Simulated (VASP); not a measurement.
A run of VASP 6.6.1:

Contents of POSCAR:

```
Ni
1.0
    0.0000000000      1.7375729330      1.7375729330
    1.7375729330      0.0000000000      1.7375729330
    1.7375729330      1.7375729330      0.0000000000
Ni
1
Direct
    0.0000000000      0.0000000000      0.0000000000
```

INCAR.step1

```
PREC = Accurate ; ENCUT = 520
EDIFF = 1E-5 ; ISMEAR = -1
SIGMA = 0.05 ; LREAL = False
LASPH = True ; NELM = 100
ALGO = Normal ; ISIF = 2
LWAVE = True ; LCHARG = False
ISPIN = 2 ; MAGMOM = 1
LORBIT = 11 ; LMAXMIX = 4
NBANDS = 15 ; GGA = PE
```

Contents of INCAR.step2:

```
PREC = Accurate ; ENCUT = 520
EDIFF = 1E-7 ; ISMEAR = -1
SIGMA = 0.05 ; LREAL = False
LASPH = True ; NELM = 100
ALGO = Normal ; ISIF = 2
LWAVE = False ; LCHARG = False
ISPIN = 2 ; MAGMOM = 1
LORBIT = 11 ; LMAXMIX = 4
METAGGA = MBJ ; NBANDS = 15
ISTART = 1
```

File KPOINTS:

```
regular mesh
0
Gamma
  13 13 13
```

Contents of KPOINTS_OPT:

```
path GXWKGLUWLK,UX
15
line-mode
reciprocal
 0.0000000000  0.0000000000  0.0000000000  G
 0.5000000000  0.0000000000  0.5000000000  X

 0.5000000000  0.0000000000  0.5000000000  X
 0.5000000000  0.2500000000  0.7500000000  W

 0.5000000000  0.2500000000  0.7500000000  W
 0.3750000000  0.3750000000  0.7500000000  K

 0.3750000000  0.3750000000  0.7500000000  K
 0.0000000000  0.0000000000  0.0000000000  G

 0.0000000000  0.0000000000  0.0000000000  G
 0.5000000000  0.5000000000  0.5000000000  L

 0.5000000000  0.5000000000  0.5000000000  L
 0.6250000000  0.2500000000  0.6250000000  U

 0.6250000000  0.2500000000  0.6250000000  U
 0.5000000000  0.2500000000  0.7500000000  W

 0.5000000000  0.2500000000  0.7500000000  W
 0.5000000000  0.5000000000  0.5000000000  L

 0.5000000000  0.5000000000  0.5000000000  L
 0.3750000000  0.3750000000  0.7500000000  K

 0.6250000000  0.2500000000  0.6250000000  U
 0.5000000000  0.0000000000  0.5000000000  X
```

Potentials or basis: VASP PAW PBE potentials, release 64 (Ni).

The run is started by

```sh
$ cat potpaw_PBE.64/Ni/POTCAR > POTCAR
$ cp INCAR.step1 INCAR
$ mpirun -np 1 vasp_std > vasp.out
$ cp INCAR.step2 INCAR
$ mpirun -np 1 vasp_std > vasp.out
```

Hardware: 1 thread of Intel(R) Xeon(R) Platinum 8488C (Sapphire Rapids), on a shared host.

**Question.** Estimate the wall time of this run.

**Answer.** Run time: 110 s on 1 thread of Intel(R) Xeon(R) Platinum 8488C (Sapphire Rapids), with other jobs on the host, peak memory 0.15 GiB. Counts: scf iterations 47, k points 84.
